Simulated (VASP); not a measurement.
Wanted: the native input for a VASP 6.6.1 run.

```
Task                   : single point
Functional             : r2SCAN
Potentials or basis    : VASP PAW PBE potentials, release 64 (Cs_sv, H)
Cutoff                 : 520 eV
k mesh                 : 8 × 8 × 8
Occupations            : gaussian, width 0.01 eV
Spin                   : no spin polarisation
Dipole correction      : no
Further INCAR settings : ALGO = Normal; EDIFF = 1e-06; NBANDS = 12
```

Crystal: CsH.

```
CELL_PARAMETERS angstrom
0.00000 3.27091 3.18927
3.27091 0.00000 3.18927
3.27091 3.27091 0.00000
ATOMIC_POSITIONS crystal
Cs 0.00000 0.00000 0.00000
H 0.50000 0.50000 0.50000
```

The cell was built by a generator and needn't be a form met in nature.

The cell isn't the ideal one: biaxial_xy strain +2.6%.

These files were run (other wordings do the same):

POSCAR

```
CsH
1.0
    0.0000000000      3.2709116774      3.1892664561
    3.2709116774      0.0000000000      3.1892664561
    3.2709116774      3.2709116774      0.0000000000
Cs H
1 1
Direct
    0.0000000000      0.0000000000      0.0000000000
    0.5000000000      0.5000000000      0.5000000000
```

INCAR.step1

```
SYSTEM = CsH
ALGO = Normal ; EDIFF = 1E-4
ENCUT = 520 ; GGA = PE
ISMEAR = 0 ; LASPH = .TRUE.
LCHARG = .FALSE. ; LREAL = .FALSE.
LWAVE = .TRUE. ; NBANDS = 12
NELM = 100 ; PREC = Accurate
SIGMA = 0.01
```

INCAR.step2

```
SYSTEM = CsH
ALGO = Normal ; EDIFF = 1E-6
ENCUT = 520 ; ISIF = 2
ISMEAR = 0 ; ISTART = 1
LASPH = .TRUE. ; LCHARG = .TRUE.
LELF = .TRUE. ; LMIXTAU = .TRUE.
LREAL = .FALSE. ; LVHAR = .TRUE.
LWAVE = .FALSE. ; METAGGA = R2SCAN
NBANDS = 12 ; NELM = 100
PREC = Accurate ; SIGMA = 0.01
```

KPOINTS

```
k-points
0
G
  8 8 8
  0 0 0
```

Potentials or basis: VASP PAW PBE potentials, release 64 (Cs_sv, H).

Command:

```console
$ cat potpaw_PBE.64/Cs_sv/POTCAR potpaw_PBE.64/H/POTCAR > POTCAR
$ cp INCAR.step1 INCAR
$ mpirun -np 1 vasp_std > vasp.out
$ cp INCAR.step2 INCAR
$ mpirun -np 1 vasp_std > vasp.out
```

Results of the run:

```json
{
  "Pressure": "-0.4 GPa",
  "Band gap on the k mesh": "2.71 eV, direct"
}
```

Caveat: the PAW data sets were made with another functional, which shifts forces and pressure a little; spin-orbit coupling is left out, which moves the levels of the heavy elements.

Run time: 2.3 min on 1 thread of Intel(R) Xeon(R) Platinum 8259CL CPU @ 2.50GHz (Skylake/Cascade Lake), on a shared host, peak memory 0.24 GiB.
